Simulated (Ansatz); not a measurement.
# AlO: equilibrium volume by level of theory

It takes space group Pm-3m (No. 221, cubic). Conventional cell: a = 2.769 Å, b = 2.769 Å, c = 2.769 Å, α = 90.00°, β = 90.00°, γ = 90.00°. Around Al (site symmetry m-3m) lie 8 O at 2.40 Å. Around O (site symmetry m-3m) lie 8 Al at 2.40 Å.

The cell comes from a database or a generator and needn't be the stable form of this composition.

```tsv
rung	level	program and potentials	cutoff (eV)	k mesh	smearing	task	core time	chip	equilibrium volume (Å³/atom)	notes
GGA	PBE	Ansatz, Ansatz PAW	420	10 × 10 × 10	fermi-dirac 0.05	equation of state	5.5 s	Arm Neoverse V2	10.62	-
GGA	PBEsol	Ansatz, Ansatz PAW	420	10 × 10 × 10	fermi-dirac 0.05	relaxation of cell and atoms	5.9 s	Arm Neoverse V1	10.28	potentials made for PBE, which Ansatz adapts in part
GGA	RPBE	Ansatz, Ansatz PAW	420	10 × 10 × 10	fermi-dirac 0.05	relaxation of cell and atoms	6.2 s	Arm Neoverse V1	10.88	potentials made for PBE, which Ansatz adapts in part
GGA	BLYP	Ansatz, Ansatz PAW	420	10 × 10 × 10	fermi-dirac 0.05	relaxation of cell and atoms	6.2 s	Arm Neoverse V1	11.01	potentials made for PBE, which Ansatz adapts in part
LDA	LDA	Ansatz, Ansatz PAW	420	10 × 10 × 10	fermi-dirac 0.05	relaxation of cell and atoms	6.7 s	Arm Neoverse V1	9.97	potentials made for PBE, which Ansatz adapts in part
GGA	PBE	Ansatz, SSSP efficiency PAW	680	10 × 10 × 10	fermi-dirac 0.05	equation of state	10 s	Arm Neoverse V2	10.62	-
meta-GGA	r2SCAN	Ansatz, Ansatz PAW	500	10 × 10 × 10	fermi-dirac 0.05	relaxation of cell and atoms	14 s	Arm Neoverse V1	10.32	potentials made for PBE, which Ansatz adapts in part
GGA	PBE	Ansatz, SPMS NC	1034	10 × 10 × 10	fermi-dirac 0.05	equation of state	16 s	Arm Neoverse V2	10.59	-
GGA	PBE	Ansatz, PseudoDojo stringent	1252	10 × 10 × 10	fermi-dirac 0.05	equation of state	21 s	Arm Neoverse V2	10.58	-
GGA	PBE	Ansatz, Ansatz NC	1240	10 × 10 × 10	fermi-dirac 0.05	equation of state	21 s	Arm Neoverse V2	10.62	-
GGA	PBE	Ansatz, Ansatz PAW (files of its older set among them)	1050	10 × 10 × 10	fermi-dirac 0.05	equation of state	22 s	Arm Neoverse V2	10.62	-
GGA	PBE	Ansatz, JTH PAW	1380	10 × 10 × 10	fermi-dirac 0.05	equation of state	26 s	Arm Neoverse V2	10.59	-
```

Times are single runs on shared hosts and different chips, so they are rough; meshes, cutoffs and the tasks' sizes weigh on the time. All rows: no spin polarisation. Smearing widths are in eV. For a metal such meshes aren't converged. Meshes are those of the run's cell of 2 atoms unless a note names another. Relaxations start from the cell shown or near it and stop with a little pressure left. Runs on faulty files, with rough fits or with known faults for this quantity aren't shown. No row holds spin-orbit coupling.

By rung: LDA 9.97; GGA 10.28 to 11.01; meta-GGA 10.32 (Å³/atom).

The equilibrium volume grows from LDA (9.97 Å³/atom) through PBEsol, r2SCAN, PBE and RPBE to BLYP (11.01 Å³/atom). This is the familiar order of binding strength. LDA overbinds, while gradient-corrected exchange favours the more inhomogeneous density of separated atoms and so softens the cohesion. PBEsol weakens that correction and contracts the cell relative to PBE; RPBE strengthens it and expands the cell. BLYP's large volume probably also reflects its correlation part, which doesn't recover the uniform electron gas. The PBE results from different potentials span only 10.58 to 10.62 Å³/atom, so the choice of functional clearly outweighs that of potential.

The Al–O contacts of 2.40 Å are long beside those in ordinary aluminium oxides, as expected when eightfold coordination spreads the bonding over many weak contacts. With oxygen formally as oxide, aluminium keeps one valence electron, which suggests a partly filled band rather than the closed-shell ionic bonding of alumina. Without a measured volume for this structure, the series ranks the functionals by size, not by accuracy.
